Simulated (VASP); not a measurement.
# AgBr (Fm-3m) in VASP: a series of runs, part 2 of 2

VASP 6.6.1. Earlier steps stand in the parts before.

**4. Single point, PBE**

This run uses another cell than the first one, of 24.94 Å³/atom, 0.943 times its volume.

INCAR

```
SYSTEM = AgBr
  ALGO = Normal
  EDIFF = 1E-6
  ENCUT = 520
  GGA = PE
  ISIF = 2
  ISMEAR = 0
  LASPH = .True.
  LCHARG = .False.
  LREAL = .False.
  LWAVE = .False.
  NBANDS = 16
  NELM = 100
  PREC = Accurate
  SIGMA = 0.02
```

KPOINTS

```
k-points
0
Gamma
  8 8 8
  0 0 0
```

POSCAR

```
AgBr
1.0
    0.0000000000      2.9216612883      2.9216612883
    2.9216612883      0.0000000000      2.9216612883
    2.9216612883      2.9216612883      0.0000000000
Ag Br
1 1
Direct
    0.0000000000      0.0000000000      0.0000000000
    0.5000000000      0.5000000000      0.5000000000
```

Potentials or basis: VASP PAW PBE potentials, release 64 (Ag, Br).

Started as:

```
> cat potpaw_PBE.64/Ag/POTCAR potpaw_PBE.64/Br/POTCAR > POTCAR
> mpirun -np 1 vasp_std > vasp.out
```

OUTCAR:

```text
SYSTEM = AgBr
   EDIFF = 1E-6
   ENCUT = 520
   GGA = PE
   ISIF = 2
   ISMEAR = 0
   LASPH = .True.
   LREAL = .False.
   NELM = 100
   PREC = Accurate

 ion  position               nearest neighbor table
   1  0.000  0.000  0.000-   2 2.92   2 2.92   2 2.92   2 2.92   2 2.92   2 2.92
   2  0.500  0.500  0.500-   1 2.92   1 2.92   1 2.92   1 2.92   1 2.92   1 2.92

  LATTYP: Found a face centered cubic cell.
 ALAT       =     5.8433225766

  Lattice vectors:

 A1 = (   0.0000000000,   2.9216612883,   2.9216612883)
 A2 = (   2.9216612883,   0.0000000000,   2.9216612883)
 A3 = (   2.9216612883,   2.9216612883,   0.0000000000)

Analysis of symmetry for initial positions (statically):
=====================================================================
 Subroutine PRICEL returns:
 Original cell was already a primitive cell.

 Routine SETGRP: Setting up the symmetry group for a
 face centered cubic supercell.

 Subroutine GETGRP returns: Found 48 space group operations
 (whereof 48 operations were pure point group operations)
 out of a pool of 48 trial point group operations.

[... 162 lines left out ...]

 E-fermi :   3.1046     XC(G=0):  -9.5903

 val. band max:        2.9834311552   @ k =   0.5000   0.0000   0.0000
 cond. band min:       3.6712208162   @ k =   0.0000   0.0000   0.0000
 fundamental gap:      0.6877896610
 Fermi energy:         3.1046064777

 k-point     1 :       0.0000    0.0000    0.0000
  band No.  band energies     occupation
      1     -11.7638      2.00000
      2       0.4014      2.00000
      3       0.4014      2.00000
      4       0.4019      2.00000
      5       0.4019      2.00000
      6       0.4019      2.00000
[... 433 lines left out ...]
      3      -0.7656      2.00000
      4      -0.7483      2.00000
      5       0.6254      2.00000
      6       0.6762      2.00000
[... 8 lines left out ...]
     15      15.4162      0.00000
     16      17.1425      0.00000

 [... further k-points ...]

------------------------ aborting loop because EDIFF is reached ----------------------------------------

  FORCE on cell =-STRESS in cart. coord.  units (eV):
  Direction    XX          YY          ZZ          XY          YZ          ZX
  --------------------------------------------------------------------------------------
  -------------------------------------------------------------------------------------
  Total       -0.0287745     -0.0287745     -0.0287745     -0.0000000      0.0000000     -0.0000000
  in kB       -0.9242712     -0.9242712     -0.9242712     -0.0000000      0.0000000     -0.0000000
  external PRESSURE =      -0.9242712 kB  Pullay stress =       0.0000000 kB

 VOLUME and BASIS-vectors are now :
 -----------------------------------------------------------------------------
  energy-cutoff  :      520.00
  volume of cell :       49.88
      direct lattice vectors                 reciprocal lattice vectors
     0.000000000  2.921661288  2.921661288    -0.171135512  0.171135512  0.171135512
     2.921661288  0.000000000  2.921661288     0.171135512 -0.171135512  0.171135512
     2.921661288  2.921661288  0.000000000     0.171135512  0.171135512 -0.171135512

 POSITION                                       TOTAL-FORCE (eV/Angst)
 -----------------------------------------------------------------------------------
      0.00000      0.00000      0.00000        -0.000000     -0.000000      0.000000
      2.92166      2.92166      2.92166         0.000000      0.000000     -0.000000
 -----------------------------------------------------------------------------------
    total drift:                                0.000000     -0.000000     -0.000000

  FREE ENERGIE OF THE ION-ELECTRON SYSTEM (eV)
  ---------------------------------------------------
  free  energy   TOTEN  =        -5.0001872306 eV

  energy  without entropy=       -5.0001872306  energy(sigma->0) =       -5.00018723
```

Wall time 26 s (1 thread of AMD EPYC 7R13 (Zen 3), shared host); peak memory 0.14 GiB.

What came out:

```yaml
Free_energy: -5.0002 eV
Pressure: -0.1 GPa
Band_gap_on_the_k_mesh: 0.69 eV, indirect (least direct gap 2.43 eV)
```

A k mesh can miss the band edges. A hybrid or GW would open this gap; PBE tends to underestimate it.

**5. Relaxation of cell and atoms, PBE**

This run uses another cell than the first one, of 23.64 Å³/atom, 0.894 times its volume.

INCAR

```
PREC = Accurate ; ENCUT = 600
EDIFF = 1E-6 ; ISMEAR = 0
SIGMA = 0.02 ; LREAL = F
LASPH = T ; NELM = 80
ALGO = Normal ; ISIF = 3
LWAVE = F ; LCHARG = F
GGA = PE ; IBRION = 2
NSW = 100 ; EDIFFG = -0.005
```

KPOINTS

```
Automatic mesh
0
Gamma
  8 8 8
```

POSCAR

```
AgBr
1.0
    0.0000000000      2.8701500000      2.8701500000
    2.8701500000      0.0000000000      2.8701500000
    2.8701500000      2.8701500000      0.0000000000
Ag Br
1 1
Direct
    0.0000000000      0.0000000000      0.0000000000
    0.5000000000      0.5000000000      0.5000000000
```

Potentials or basis: VASP PAW PBE potentials, release 64 (Ag, Br).

Started as:

```
> cat potpaw_PBE.64/Ag/POTCAR potpaw_PBE.64/Br/POTCAR > POTCAR
> mpirun -np 1 vasp_std > vasp.out
```

OUTCAR:

```text
PREC = Accurate
   ENCUT = 600
   EDIFF = 1E-6
   ISMEAR = 0
   LREAL = F
   LASPH = T
   NELM = 80
   ISIF = 3
   GGA = PE
   IBRION = 2
   NSW = 100
   EDIFFG = -0.005

 ion  position               nearest neighbor table
   1  0.000  0.000  0.000-   2 2.87   2 2.87   2 2.87   2 2.87   2 2.87   2 2.87
   2  0.500  0.500  0.500-   1 2.87   1 2.87   1 2.87   1 2.87   1 2.87   1 2.87

  LATTYP: Found a face centered cubic cell.
 ALAT       =     5.7403000000

  Lattice vectors:

 A1 = (   0.0000000000,   2.8701500000,   2.8701500000)
 A2 = (   2.8701500000,   0.0000000000,   2.8701500000)
 A3 = (   2.8701500000,   2.8701500000,   0.0000000000)

Analysis of symmetry for initial positions (statically):
=====================================================================
 Subroutine PRICEL returns:
 Original cell was already a primitive cell.

 Routine SETGRP: Setting up the symmetry group for a
 face centered cubic supercell.

 Subroutine GETGRP returns: Found 48 space group operations
 (whereof 48 operations were pure point group operations)
 out of a pool of 48 trial point group operations.

The static configuration has the point symmetry O_h .

Analysis of symmetry for dynamics (positions and initial velocities):
=====================================================================
 Subroutine PRICEL returns:
 Original cell was already a primitive cell.

 Routine SETGRP: Setting up the symmetry group for a
 face centered cubic supercell.

 Subroutine GETGRP returns: Found 48 space group operations
 (whereof 48 operations were pure point group operations)
 out of a pool of 48 trial point group operations.

The dynamic configuration has the point symmetry O_h .

 Subroutine INISYM returns: Found 48 space group operations
 (whereof 48 operations are pure point group operations),
 and found     1 'primitive' translations

----------------------------------------------------------------------------------------

                                     Primitive cell

  volume of cell :      47.2872

  direct lattice vectors                    reciprocal lattice vectors
     0.000000000  2.870150000  2.870150000    -0.174206923  0.174206923  0.174206923
     2.870150000  0.000000000  2.870150000     0.174206923 -0.174206923  0.174206923
     2.870150000  2.870150000  0.000000000     0.174206923  0.174206923 -0.174206923

  length of vectors
     4.059005056  4.059005056  4.059005056     0.301735242  0.301735242  0.301735242

  position of ions in fractional coordinates (direct lattice)
     0.000000000  0.000000000  0.000000000
     0.500000000  0.500000000  0.500000000

  ion indices of the primitive-cell ions
   primitive index   ion index
                 1           1
                 2           2

----------------------------------------------------------------------------------------

 KPOINTS: Automatic mesh

Automatic generation of k-mesh.
 Grid dimensions read from file:
 generate k-points for:    8    8    8

 Generating k-lattice:

[... 47 lines left out ...]
   dimension x,y,z NGXF=    64 NGYF=   64 NGZF=   64
   ions per type =               1   1
   NGX,Y,Z   is equivalent  to a cutoff of  13.11, 13.11, 13.11 a.u.
   NGXF,Y,Z  is equivalent  to a cutoff of  26.21, 26.21, 26.21 a.u.
 SYSTEM =  unknown system
   PREC   = accura    normal or accurate (medium, high low for compatibility)
   ISTART =      0    job   : 0-new  1-cont  2-samecut
   ICHARG =      2    charge: 1-file 2-atom 10-const
   ISPIN  =      1    spin polarized calculation?
   LNONCOLLINEAR =      F non collinear calculations
   LSORBIT =      F    spin-orbit coupling
   LASPH  =      T    aspherical Exc in radial PAW
   ENCUT  =  600.0 eV  44.10 Ry    6.64 a.u.   8.11  8.11  8.11*2*pi/ulx,y,z
   NELM   =     80;   NELMIN=  2; NELMDL= -5     # of ELM steps
   EDIFF  = 0.1E-05   stopping-criterion for ELM
   LREAL  =      F    real-space projection
   EDIFFG = -.5E-02   stopping-criterion for IOM
   NSW    =    100    number of steps for IOM
   IBRION =      2    ionic relax: 0-MD 1-quasi-New 2-CG
   NFREE  =      1    steps in history (QN), initial steepest desc. (CG)
   ISIF   =      3    stress and relaxation
   ISYM   =      2    0-nonsym 1-usesym 2-fastsym
   POTIM  = 0.5000    time-step for ionic-motion
   TEBEG  =    0.0;   TEEND  =   0.0 temperature during run
   PSTRESS=    0.0 pullay stress
   NELECT =      18.0000    total number of electrons
   NUPDOWN=      -1.0000    fix difference up-down
   EMIN   =  10.00;   EMAX   =-10.00  energy-range for DOS
   EFERMI =   0.00;   METHOD = LEGACY
   ISMEAR =     0;   SIGMA  =   0.02  broadening in eV -4-tet -1-fermi 0-gaus
   EFERMI_NEDOS =   21; number of points for ismear=-14 and -15
   IALGO  =     38    algorithm
   IMIX   =      4    mixing-type and parameters
     AMIX     =   0.40;   BMIX     =  1.00
     AMIX_MAG =   1.60;   BMIX_MAG =  1.00
  volume/ion in A,a.u.               =      23.64       159.55
  Fermi-wavevector in a.u.,A,eV,Ry     =   1.186454  2.242074 19.152570  1.407674
  Thomas-Fermi vector in A             =   2.322627
   LORBIT       =      0    0 simple, 1 ext, 2 COOP (PROOUT), +10 PAW based schemes
   GGA     = PE    functional components
   LHFCALC =     F    Hartree Fock is set to
   AEXX    =    0.0000 exact exchange contribution
   IVDW    =     0    specifies the selected vdW correction
   LEPSILON=     F    determine dielectric tensor
   LRPA    =     F    only Hartree local field effects (RPA)
 conjugate gradient relaxation of ions
 non-spin polarized calculation
 Gauss-broadening in eV      SIGMA  =   0.02
  energy-cutoff  :      600.00
  volume of cell :       47.29
 maximum number of plane-waves:      1604
   NGX = 17   NGY = 17   NGZ = 17

--------------------------------------- Ionic step        1  -------------------------------------------

 number of electron      17.9999999 magnetization

 Free energy of the ion-electron system (eV)
  ---------------------------------------------------
  ext. energy  EPLUGINS =         0.00000000
  ---------------------------------------------------
  free energy    TOTEN  =        -4.98294364 eV

  energy without entropy =       -4.98294364  energy(sigma->0) =       -4.98294364

------------------------ aborting loop because EDIFF is reached ----------------------------------------

  FORCE on cell =-STRESS in cart. coord.  units (eV):
  Direction    XX          YY          ZZ          XY          YZ          ZX
  --------------------------------------------------------------------------------------
  -------------------------------------------------------------------------------------
  Total        0.6697792      0.6697792      0.6697792      0.0000000     -0.0000000      0.0000000
  in kB       22.6933432     22.6933432     22.6933432      0.0000000     -0.0000000      0.0000000
  external PRESSURE =      22.6933432 kB  Pullay stress =       0.0000000 kB
[... 59 lines left out ...]
--------------------------------------- Ionic step        3  -------------------------------------------

 number of electron      17.9999999 magnetization

 Free energy of the ion-electron system (eV)
  ---------------------------------------------------
  ext. energy  EPLUGINS =         0.00000000
  ---------------------------------------------------
  free energy    TOTEN  =        -4.99933061 eV

  energy without entropy =       -4.99933061  energy(sigma->0) =       -4.99933061

 E-fermi :   3.1324     XC(G=0):  -9.6094

 val. band max:        3.0281286463   @ k =   0.5000   0.0000   0.0000
 cond. band min:       3.7142034890   @ k =   0.0000   0.0000   0.0000
 fundamental gap:      0.6860748427
 Fermi energy:         3.1323533689

 k-point     1 :       0.0000    0.0000    0.0000
  band No.  band energies     occupation
      1     -11.7428      2.00000
      2       0.4318      2.00000
      3       0.4318      2.00000
      4       0.4323      2.00000
      5       0.4323      2.00000
      6       0.4323      2.00000
      7       1.2691      2.00000
      8       1.2691      2.00000
      9       1.2691      2.00000
     10       3.7142      0.00000
     11      12.9543      0.00000
     12      12.9543      0.00000
     13      12.9543      0.00000
[... 354 lines left out ...]
  band No.  band energies     occupation
      1     -11.3296      2.00000
      2      -1.4360      2.00000
      3      -0.7443      2.00000
      4      -0.7261      2.00000
      5       0.6581      2.00000
      6       0.7093      2.00000
      7       0.9756      2.00000
      8       1.9180      2.00000
      9       2.4772      2.00000
     10       7.4597      0.00000
     11       8.3356      0.00000
     12      10.8499      0.00000
     13      10.8813      0.00000

 [... further k-points ...]
[... 5 lines left out ...]
  --------------------------------------------------------------------------------------
  -------------------------------------------------------------------------------------
  Total        0.0011500      0.0011500      0.0011500      0.0000000      0.0000000      0.0000000
  in kB        0.0370820      0.0370820      0.0370820      0.0000000      0.0000000      0.0000000
  external PRESSURE =       0.0370820 kB  Pullay stress =       0.0000000 kB
[... 17 lines left out ...]
  FREE ENERGIE OF THE ION-ELECTRON SYSTEM (eV)
  ---------------------------------------------------
  free  energy   TOTEN  =        -4.9993306144 eV

  energy  without entropy=       -4.9993306144  energy(sigma->0) =       -4.99933061

 reached required accuracy - stopping structural energy minimisation
```

It took 49 s on 1 thread of AMD EPYC 7R13 (Zen 3), shared host; peak memory 0.16 GiB.

What came out:

```
Free energy                            : -4.9993 eV
Relaxed volume                         : 24.84 Å³/atom
Relaxed cell                           : a = 4.127 Å, b = 4.127 Å, c = 4.127 Å, α = 60.00°, β = 60.00°, γ = 60.00°
Space group after relaxing (to 0.05 Å) : Fm-3m (No. 225)
Energy gained by relaxing              : 8.2 meV/atom
Ionic steps                            : 3
Pressure after relaxing                : 0.0 GPa
Band gap on the k mesh                 : 0.69 eV, indirect (least direct gap 2.45 eV)
```

The path:
```csv
step,energy change (eV),largest force (eV/Å),pressure (GPa),volume (Å³)
1,0.0000,0.0000,2.27,47.29
2,-0.0164,0.0000,0.06,49.62
3,-0.0164,0.0000,0.00,49.69
```

Final structure:
```xyz
2
Lattice="0.0000 2.9179 2.9179 2.9179 0.0000 2.9179 2.9179 2.9179 0.0000" Properties=species:S:1:pos:R:3 pbc="T T T"
Ag    0.0000    0.0000    0.0000
Br    2.9179    2.9179    2.9179
```

A k mesh can miss the band edges. Zero-point motion and thermal expansion aren't in these numbers.

**6. The runs side by side**

| task | cell | cutoff (eV) | gap on the mesh (eV) | pressure (GPa) |
| --- | --- | --- | --- | --- |
| single point | Fm-3m, 26.44 Å³/atom | 520 | 0.72 | -2.0 |
| single point | Fm-3m, 22.7 Å³/atom | 520 | 0.67 | 4.6 |
| single point | Fm-3m, 24.94 Å³/atom | 520 | 0.69 | -0.1 |
| relaxation of cell and atoms | relaxed | 600 | 0.69 | 0.0 |

Alike in all rows: level PBE; potentials or basis VASP PAW PBE potentials, release 64 (Ag, Br); no spin polarisation; k mesh 8 × 8 × 8; smearing gaussian 0.02 eV.

On the cell as given the gap runs from 0.67 eV (PBE) to 0.72 eV (PBE).

Total energies depend on the potentials used, so only differences within one code and one set of settings carry meaning.
